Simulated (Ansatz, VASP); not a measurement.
HfN: VASP beside Ansatz

Contents of INCAR:

```
SYSTEM = HfN
  PREC = Accurate
  ENCUT = 520
  EDIFF = 1E-6
  ISMEAR = 0
  SIGMA = 0.3
  LREAL = .False.
  LASPH = .True.
  NELM = 100
  ALGO = Normal
  ISIF = 2
  LWAVE = .False.
  LCHARG = .False.
  GGA = PS
  NBANDS = 23
```

File KPOINTS:

```
Automatic mesh
0
Gamma
  8 8 4
  0 0 0
```

The input POSCAR:

```
HfN
1.0
    3.1339080200      0.0000000000      0.0000000000
   -1.5669540100      2.7140439600      0.0000000000
    0.0000000000      0.0000000000      5.4167677200
Hf N
2 2
Direct
    0.6666666667      0.3333333333      0.7500000000
    0.3333333333      0.6666666667      0.2500000000
    0.0000000000      0.0000000000      0.0000000000
    0.0000000000      0.0000000000      0.5000000000
```

Input for Ansatz:

```yaml
crystal:
  lattice:
    - [3.13390802, 0.0, 0.0]
    - [-1.56695401, 2.71404396, 0.0]
    - [0.0, 0.0, 5.41676772]
  atoms:
    - { symbol: Hf, position: [0.6666666666666666, 0.3333333333333333, 0.75] }
    - { symbol: Hf, position: [0.3333333333333333, 0.6666666666666666, 0.25] }
    - { symbol: "N", position: [0.0, 0.0, 0.0] }
    - { symbol: "N", position: [0.0, 0.0, 0.5] }
kpoints:
  mp_grid:
    grid: [8, 8, 4]
hamiltonian:
  xc: pbesol
scf:
  occupations:
    method: gaussian
    width: 0.3
output:
  forces: true
  stress: true
```

The cell comes from a database or a generator and needn't be the stable form of this composition.

Alike in both runs: task single point; functional PBEsol; k mesh 8 × 8 × 4; occupations gaussian, width 0.3 eV; no spin polarisation.

|  | VASP | Ansatz |
| --- | --- | --- |
| version | VASP 6.6.1 | Ansatz 0.2.0 |
| potentials or method | VASP PAW PBE potentials, release 64 (Hf_pv, N) | plane waves, PAW |
| plane-wave cutoff (eV) | 520 | 420 |
| valence electrons in the cell | 30 | 62 |

```csv
,VASP,Ansatz,Ansatz less VASP
pressure (GPa),-4.2,-2.2,+2.04
largest component of the traceless stress (GPa),0.03,0.08,+0.058
```

The functional is the same, so the differences come from potentials, cutoffs and numerics. The two sets of potentials don't hold the same shells in valence.

Caveats: the PAW data sets were made with another functional, which shifts forces and pressure a little (VASP). The runs have no spin-orbit coupling, so splittings on Hf are missing.
